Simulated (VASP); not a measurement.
# SnTe (Fm-3m) in VASP: notebook

SnTe is run at these levels: r2SCAN; tasks: single point, relaxation of cell and atoms.

Everything below comes from runs of VASP 6.6.1. Logs are shortened: lines on timing, memory, paths and dates and some standing lists are left out, and cuts for length are marked.

**The experiment to reproduce.**

A printed reference work, textbook reports, for a bulk crystal of SnTe at 300 K: band gap 0.18 eV (direct).

The runs below are set against these values where they give the same quantity.

### Step 1. The cell of the first run

The structure is cubic, space group Fm-3m (No. 225). The conventional cell has a = 6.381 Å, b = 6.381 Å, c = 6.381 Å, α = 90.00°, β = 90.00°, γ = 90.00°. Within 4.2 Å of Sn (site symmetry m-3m) lie 6 Te at 3.19 Å. Te (site symmetry m-3m) has 6 Sn at 3.19 Å within 4.2 Å.

### Step 2. Single point, r2SCAN

POSCAR reads:

```
SnTe
1.0
    4.5118247136      0.0000000000      0.0000000000
    2.2559123568      3.9073548194      0.0000000000
    2.2559123568      1.3024516065      3.6838894524
Sn Te
1 1
Direct
    0.0000000000      0.0000000000      0.0000000000
    0.5000000000      0.5000000000      0.5000000000
```

INCAR.step1 reads:

```
PREC = Accurate
ENCUT = 520
ISMEAR = 0
SIGMA = 0.01
LREAL = F
LASPH = T
NELM = 100
NBANDS = 17
GGA = PE
ALGO = Normal
EDIFF = 1E-4
LWAVE = T
LCHARG = F
```

INCAR.step2 reads:

```
PREC = Accurate
ENCUT = 520
EDIFF = 1E-7
ISMEAR = 0
SIGMA = 0.01
LREAL = F
LASPH = T
NELM = 100
ALGO = Normal
ISIF = 2
LWAVE = F
LCHARG = T
METAGGA = R2SCAN
LMIXTAU = T
LELF = T
LVHAR = T
NBANDS = 17
ISTART = 1
```

KPOINTS reads:

```
regular mesh
0
Gamma
  6 6 6
```

Potentials or basis: VASP PAW PBE potentials, release 64 (Sn_d, Te).

The run is started by

```
$ cat potpaw_PBE.64/Sn_d/POTCAR potpaw_PBE.64/Te/POTCAR > POTCAR
$ cp INCAR.step1 INCAR
$ mpirun -np 1 vasp_std > vasp.out
$ cp INCAR.step2 INCAR
$ mpirun -np 1 vasp_std > vasp.out
```

OUTCAR:

```text
PREC = Accurate
   ENCUT = 520
   EDIFF = 1E-7
   ISMEAR = 0
   LREAL = F
   LASPH = T
   NELM = 100
   ISIF = 2
   METAGGA = R2SCAN
   ISTART = 1

 ion  position               nearest neighbor table
   1  0.000  0.000  0.000-   2 3.19   2 3.19   2 3.19   2 3.19   2 3.19   2 3.19
   2  0.500  0.500  0.500-   1 3.19   1 3.19   1 3.19   1 3.19   1 3.19   1 3.19

  LATTYP: Found a face centered cubic cell.
 ALAT       =     6.3806837010

  Lattice vectors:

 A1 = (   4.5118247136,   0.0000000000,   0.0000000000)
 A2 = (   2.2559123568,   3.9073548194,   0.0000000000)
 A3 = (   2.2559123568,   1.3024516065,   3.6838894524)

Analysis of symmetry for initial positions (statically):
=====================================================================
 Subroutine PRICEL returns:
 Original cell was already a primitive cell.

 Routine SETGRP: Setting up the symmetry group for a
 face centered cubic supercell.

 Subroutine GETGRP returns: Found 48 space group operations
 (whereof 48 operations were pure point group operations)
 out of a pool of 48 trial point group operations.

The static configuration has the point symmetry O_h .

Analysis of symmetry for dynamics (positions and initial velocities):
=====================================================================
 Subroutine PRICEL returns:
 Original cell was already a primitive cell.

 Routine SETGRP: Setting up the symmetry group for a
 face centered cubic supercell.

 Subroutine GETGRP returns: Found 48 space group operations
 (whereof 48 operations were pure point group operations)
 out of a pool of 48 trial point group operations.

The dynamic configuration has the point symmetry O_h .

 Subroutine INISYM returns: Found 48 space group operations
 (whereof 48 operations are pure point group operations),
 and found     1 'primitive' translations

----------------------------------------------------------------------------------------

                                     Primitive cell

  volume of cell :      64.9444

  direct lattice vectors                    reciprocal lattice vectors
     4.511824714  0.000000000  0.000000000     0.221639816 -0.127963808 -0.090484076
     2.255912357  3.907354819  0.000000000     0.000000000  0.255927615 -0.090484076
     2.255912357  1.302451607  3.683889452     0.000000000  0.000000000  0.271452228

  length of vectors
     4.511824714  4.511824714  4.511824714     0.271452228  0.271452228  0.271452228

  position of ions in fractional coordinates (direct lattice)
     0.000000000  0.000000000  0.000000000
     0.500000000  0.500000000  0.500000000

  ion indices of the primitive-cell ions
   primitive index   ion index
                 1           1
                 2           2

----------------------------------------------------------------------------------------

 KPOINTS: regular mesh

Automatic generation of k-mesh.
 Grid dimensions read from file:
 generate k-points for:    6    6    6

 Generating k-lattice:

  Cartesian coordinates                     Fractional coordinates (reciprocal lattice)
     0.036939969 -0.021327301 -0.015080679     0.166666667  0.000000000  0.000000000
     0.000000000  0.042654603 -0.015080679     0.000000000  0.166666667 -0.000000000
     0.000000000  0.000000000  0.045242038     0.000000000  0.000000000  0.166666667

  Length of vectors
     0.045242038  0.045242038  0.045242038

  Shift w.r.t. Gamma in fractional coordinates (k-lattice)
     0.000000000  0.000000000  0.000000000

 Subroutine IBZKPT returns following result:
 ===========================================

 Found     16 irreducible k-points:

 Following reciprocal coordinates:
            Coordinates               Weight
  0.000000  0.000000  0.000000      1.000000
  0.166667  0.000000  0.000000      8.000000
  0.333333  0.000000  0.000000      8.000000
  0.500000  0.000000  0.000000      4.000000
  0.166667  0.166667  0.000000      6.000000
  0.333333  0.166667  0.000000     24.000000
[... 8 lines left out ...]
 -0.333333  0.333333  0.166667     24.000000
 -0.333333  0.500000  0.166667     12.000000
   k-points           NKPTS =     16   k-points in BZ     NKDIM =     16   number of bands    NBANDS=     17
   number of dos      NEDOS =    301   number of ions     NIONS =      2
   total plane-waves  NPLWV =  46656
   dimension x,y,z NGX =    36 NGY =   36 NGZ =   36
   dimension x,y,z NGXF=    72 NGYF=   72 NGZF=   72
   ions per type =               1   1
   NGX,Y,Z   is equivalent  to a cutoff of  13.26, 13.26, 13.26 a.u.
   NGXF,Y,Z  is equivalent  to a cutoff of  26.53, 26.53, 26.53 a.u.
 SYSTEM =  unknown system
   PREC   = accura    normal or accurate (medium, high low for compatibility)
   ISTART =      1    job   : 0-new  1-cont  2-samecut
   ICHARG =      0    charge: 1-file 2-atom 10-const
   ISPIN  =      1    spin polarized calculation?
   LNONCOLLINEAR =      F non collinear calculations
   LSORBIT =      F    spin-orbit coupling
   LASPH  =      T    aspherical Exc in radial PAW
   ENCUT  =  520.0 eV  38.22 Ry    6.18 a.u.   8.39  8.39  8.39*2*pi/ulx,y,z
   NELM   =    100;   NELMIN=  2; NELMDL=  0     # of ELM steps
   EDIFF  = 0.1E-06   stopping-criterion for ELM
   LREAL  =      F    real-space projection
   EDIFFG = 0.1E-05   stopping-criterion for IOM
   NSW    =      0    number of steps for IOM
   IBRION =     -1    ionic relax: 0-MD 1-quasi-New 2-CG
   NFREE  =      0    steps in history (QN), initial steepest desc. (CG)
   ISIF   =      2    stress and relaxation
   ISYM   =      2    0-nonsym 1-usesym 2-fastsym
   POTIM  = 0.5000    time-step for ionic-motion
   TEBEG  =    0.0;   TEEND  =   0.0 temperature during run
   PSTRESS=    0.0 pullay stress
   NELECT =      20.0000    total number of electrons
   NUPDOWN=      -1.0000    fix difference up-down
   EMIN   =  10.00;   EMAX   =-10.00  energy-range for DOS
   EFERMI =   0.00;   METHOD = LEGACY
   ISMEAR =     0;   SIGMA  =   0.01  broadening in eV -4-tet -1-fermi 0-gaus
   EFERMI_NEDOS =   21; number of points for ismear=-14 and -15
   IALGO  =     38    algorithm
   IMIX   =      4    mixing-type and parameters
     AMIX     =   0.40;   BMIX     =  1.00
     AMIX_MAG =   1.60;   BMIX_MAG =  1.00
  volume/ion in A,a.u.               =      32.47       219.13
  Fermi-wavevector in a.u.,A,eV,Ry     =   1.105531  2.089151 16.629025  1.222199
  Thomas-Fermi vector in A             =   2.242019
   LORBIT       =      0    0 simple, 1 ext, 2 COOP (PROOUT), +10 PAW based schemes
   METAGGA = R2SCAN    functional components
   LHFCALC =     F    Hartree Fock is set to
   AEXX    =    0.0000 exact exchange contribution
   IVDW    =     0    specifies the selected vdW correction
   LEPSILON=     F    determine dielectric tensor
   LRPA    =     F    only Hartree local field effects (RPA)
 non-spin polarized calculation
 Gauss-broadening in eV      SIGMA  =   0.01
  energy-cutoff  :      520.00
  volume of cell :       64.94
 maximum number of plane-waves:      1807
 NGX is ok and might be reduce to    36
   NGX = 17   NGY = 17   NGZ = 17

 number of electron      20.0000003 magnetization

 Free energy of the ion-electron system (eV)
  ---------------------------------------------------
  ext. energy  EPLUGINS =         0.00000000
  ---------------------------------------------------
  free energy    TOTEN  =       -50.68393173 eV

  energy without entropy =      -50.68393173  energy(sigma->0) =      -50.68393173

 E-fermi :   6.6021     XC(G=0):  -9.8884

 val. band max:        6.5429768807   @ k =   0.5000   0.0000   0.0000
 cond. band min:       6.6892536868   @ k =   0.5000   0.0000   0.0000
 fundamental gap:      0.1462768061
 Fermi energy:         6.6021125268

 k-point     1 :       0.0000    0.0000    0.0000
  band No.  band energies     occupation
      1     -16.1997      2.00000
      2     -16.1997      2.00000
      3     -16.1913      2.00000
      4     -16.1912      2.00000
      5     -16.1912      2.00000
      6      -6.6603      2.00000
[... 9 lines left out ...]
     16      11.5893      0.00000
     17      13.5744      0.00000

 k-point     2 :       0.1667    0.0000    0.0000
  band No.  band energies     occupation
      1     -16.2008      2.00000
      2     -16.2007      2.00000
      3     -16.1908      2.00000
      4     -16.1899      2.00000
      5     -16.1899      2.00000
      6      -6.4291      2.00000
[... 9 lines left out ...]
     16      12.1489      0.00000
     17      15.1646      0.00000

 k-point     3 :       0.3333    0.0000    0.0000
  band No.  band energies     occupation
      1     -16.2032      2.00000
      2     -16.2032      2.00000
      3     -16.1900      2.00000
      4     -16.1868      2.00000
      5     -16.1868      2.00000
      6      -5.8312      2.00000
[... 9 lines left out ...]
     16      13.6870      0.00000
     17      17.5285      0.00000

 k-point     4 :       0.5000    0.0000    0.0000
  band No.  band energies     occupation
      1     -16.2046      2.00000
      2     -16.2045      2.00000
      3     -16.1897      2.00000
      4     -16.1852      2.00000
      5     -16.1852      2.00000
      6      -5.3935      2.00000
[... 9 lines left out ...]
     16      15.6788      0.00000
     17      15.6788      0.00000
[... 183 lines left out ...]
      1     -16.2091      2.00000
      2     -16.2000      2.00000
      3     -16.1908      2.00000
      4     -16.1855      2.00000
      5     -16.1842      2.00000
      6      -5.4139      2.00000
[... 9 lines left out ...]
     16      15.2490      0.00000
     17      15.9026      0.00000

 k-point    15 :      -0.3333    0.3333    0.1667
  band No.  band energies     occupation
      1     -16.2095      2.00000
      2     -16.2011      2.00000
      3     -16.1883      2.00000
      4     -16.1875      2.00000
      5     -16.1829      2.00000
      6      -5.1169      2.00000
[... 9 lines left out ...]
     16      16.7300      0.00000
     17      16.9720      0.00000

 k-point    16 :      -0.3333    0.5000    0.1667
  band No.  band energies     occupation
      1     -16.2128      2.00000
      2     -16.1986      2.00000
      3     -16.1914      2.00000
      4     -16.1849      2.00000
      5     -16.1816      2.00000
      6      -5.0356      2.00000
[... 9 lines left out ...]
     16      16.8596      0.00000
     17      18.0499      0.00000

------------------------ aborting loop because EDIFF is reached ----------------------------------------

  FORCE on cell =-STRESS in cart. coord.  units (eV):
  Direction    XX          YY          ZZ          XY          YZ          ZX
  --------------------------------------------------------------------------------------
  -------------------------------------------------------------------------------------
  Total       -0.0196406     -0.0196406     -0.0196406      0.0000000     -0.0000000      0.0000000
  in kB       -0.4845326     -0.4845326     -0.4845326      0.0000000     -0.0000000      0.0000000
  external PRESSURE =      -0.4845326 kB  Pullay stress =       0.0000000 kB

 VOLUME and BASIS-vectors are now :
 -----------------------------------------------------------------------------
  energy-cutoff  :      520.00
  volume of cell :       64.94
      direct lattice vectors                 reciprocal lattice vectors
     4.511824714  0.000000000  0.000000000     0.221639816 -0.127963808 -0.090484076
     2.255912357  3.907354819  0.000000000     0.000000000  0.255927615 -0.090484076
     2.255912357  1.302451607  3.683889452     0.000000000  0.000000000  0.271452228

 POSITION                                       TOTAL-FORCE (eV/Angst)
 -----------------------------------------------------------------------------------
      0.00000      0.00000      0.00000        -0.000000      0.000000      0.000000
      4.51182      2.60490      1.84194         0.000000     -0.000000      0.000000
 -----------------------------------------------------------------------------------
    total drift:                                0.000000     -0.000000     -0.000000

  FREE ENERGIE OF THE ION-ELECTRON SYSTEM (eV)
  ---------------------------------------------------
  free  energy   TOTEN  =       -50.6839317337 eV

  energy  without entropy=      -50.6839317337  energy(sigma->0) =      -50.68393173
```

Wall time 68 s (1 thread of Intel Xeon Platinum 8559C (Emerald Rapids), shared host); peak memory 0.21 GiB.

Results:

| Property | Result |
| --- | --- |
| Free energy | -50.6839 eV |
| Pressure | 0.0 GPa |
| Band gap on the k mesh | 0.15 eV, direct |

Caveat: the PAW data sets were made with another functional, which shifts forces and pressure a little; spin-orbit coupling is left out, which moves the levels of the heavy elements.

### Step 3. Relaxation of cell and atoms, r2SCAN

This run uses another cell than the first one, of 31.28 Å³/atom, 0.963 times its volume.

POSCAR reads:

```
SnTe
1.0
    4.4559750000      0.0000000000      0.0000000000
    2.2279875000      3.8589875486      0.0000000000
    2.2279875000      1.2863291829      3.6382883522
Sn Te
1 1
Direct
    0.0000000000      0.0000000000      0.0000000000
    0.5000000000      0.5000000000      0.5000000000
```

INCAR.step1 reads:

```
SYSTEM = SnTe
ALGO     = Normal         ! electronic algorithm
EDIFF    = 1E-4           ! SCF threshold, eV
ENCUT    = 600            ! plane-wave cutoff, eV
GGA      = PE             ! functional
ISMEAR   = 0              ! smearing method
LASPH    = .TRUE.         ! aspherical terms in the spheres
LCHARG   = .FALSE.        ! write CHGCAR
LREAL    = .FALSE.        ! projectors in reciprocal space
LWAVE    = .TRUE.         ! write WAVECAR
NELM     = 60             ! most SCF steps
PREC     = Accurate       ! precision mode
SIGMA    = 0.01           ! smearing width, eV
```

INCAR.step2 reads:

```
SYSTEM = SnTe
ALGO     = Normal         ! electronic algorithm
EDIFF    = 1E-6           ! SCF threshold, eV
EDIFFG   = -0.01          ! ionic threshold
ENCUT    = 600            ! plane-wave cutoff, eV
IBRION   = 2              ! ionic algorithm
ISIF     = 3              ! what is computed and relaxed
ISMEAR   = 0              ! smearing method
ISTART   = 1            
LASPH    = .TRUE.         ! aspherical terms in the spheres
LCHARG   = .FALSE.        ! write CHGCAR
LMIXTAU  = .TRUE.       
LREAL    = .FALSE.        ! projectors in reciprocal space
LWAVE    = .FALSE.        ! write WAVECAR
METAGGA  = R2SCAN         ! meta-GGA
NELM     = 60             ! most SCF steps
NSW      = 80             ! ionic steps
PREC     = Accurate       ! precision mode
SIGMA    = 0.01           ! smearing width, eV
```

KPOINTS reads:

```
k-points
0
G
  6 6 6
  0 0 0
```

Potentials or basis: VASP PAW PBE potentials, release 64 (Sn_d, Te).

The run is started by

```
$ cat potpaw_PBE.64/Sn_d/POTCAR potpaw_PBE.64/Te/POTCAR > POTCAR
$ cp INCAR.step1 INCAR
$ mpirun -np 1 vasp_std > vasp.out
$ cp INCAR.step2 INCAR
$ mpirun -np 1 vasp_std > vasp.out
```

It took 2.4 min on 1 thread of Intel Xeon Platinum 8559C (Emerald Rapids), shared host; peak memory 0.23 GiB.

The run converged. Its results:

```
Free energy                            : -50.6850 eV
Relaxed volume                         : 32.45 Å³/atom
Relaxed cell                           : a = 4.511 Å, b = 4.511 Å, c = 4.511 Å, α = 60.00°, β = 60.00°, γ = 60.00°
Space group after relaxing (to 0.05 Å) : Fm-3m (No. 225)
Energy gained by relaxing              : 6.3 meV/atom
Ionic steps                            : 3
Pressure after relaxing                : 0.0 GPa
Band gap on the k mesh                 : 0.14 eV, direct
```

The path:
```
step  energy change (eV)  largest force (eV/Å)  pressure (GPa)  volume (Å³)
   1              0.0000                0.0000            1.80        62.56
   2             -0.0109                0.0000           -0.61        65.81
   3             -0.0127                0.0000            0.01        64.89
```

Final structure:
```
Sn Te
1.0
     4.51063    0.00000    0.00000
     2.25531    3.90632    0.00000
     2.25531    1.30211    3.68291
Sn Te
1 1
Cartesian
  0.0000 0.0000 0.0000
  4.5106 2.6042 1.8415
```

Levels at points of the mesh, in eV from the valence-band top:
```tsv
k point	band 6	band 7	band 8	band 9	band 10	band 11	band 12	band 13	band 14
(0.00, 0.00, 0.00)	-13.21	-4.88	-2.37	-2.37	-2.37	3.36	3.36	3.36	5.04
(0.50, 0.00, 0.00)	-11.94	-8.60	-2.01	-2.01	0.00	0.14	0.34	0.34	8.13
(0.50, 0.50, 0.00)	-11.65	-6.73	-5.71	-3.93	-3.93	2.47	4.94	4.94	6.44
```

Caveat: the PAW data sets were made with another functional, which shifts forces and pressure a little; spin-orbit coupling is left out, which moves the levels of the heavy elements. A k mesh can miss the band edges.

### Step 4. How close it comes

Step 2. Measured gap of SnTe: 0.18 eV (direct; 300 K; a printed reference work, textbook). This calculation gives 0.15 eV (-0.03 eV). Spin-orbit coupling on Sn, Te is left out. The value is that of r2SCAN on a finite k mesh, which can miss the band edges, without temperature or zero-point motion.
